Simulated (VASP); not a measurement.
# TiO: equation of state with PBEsol

Crystal: TiO.

```
Ti O
1.0
     3.03100    0.00000    0.00000
    -1.51550    2.62492    0.00000
     0.00000    0.00000    3.23770
Ti O
1 1
Direct
  0.66667 0.33333 0.00000
  0.00000 0.00000 0.50000
```

| Property | Result |
| --- | --- |
| Program | VASP 6.6.1 |
| Task | equation of state |
| Functional | PBEsol |
| Potentials or basis | VASP PAW PBE potentials, release 64 (Ti_sv, O) |
| Cutoff | 520 eV |
| k mesh | 10 × 10 × 8 |
| Occupations | fermi-dirac, width 0.05 eV |
| Spin | no spin polarisation |
| Ladder | free |
| Further INCAR settings | ALGO = Normal; EDIFF = 1e-07; NBANDS = 16 |

| Item | Value |
| --- | --- |
| Equilibrium volume | outside the volumes run |

Energy against volume, from the lowest point:
| volume (Å³/atom) | energy (meV/atom) |
| --- | --- |
| 12.107 | 0.00 |
| 12.365 | 60.39 |
| 12.622 | 122.62 |
| 12.880 | 186.38 |
| 13.137 | 251.42 |
| 13.395 | 317.45 |
| 13.653 | 384.28 |

All runs of the series together: 68 s on 1 thread of Intel(R) Xeon(R) 6975P-C (Granite Rapids) (shared host).

Caveat: the PAW data sets were made with another functional, which shifts forces and pressure a little.
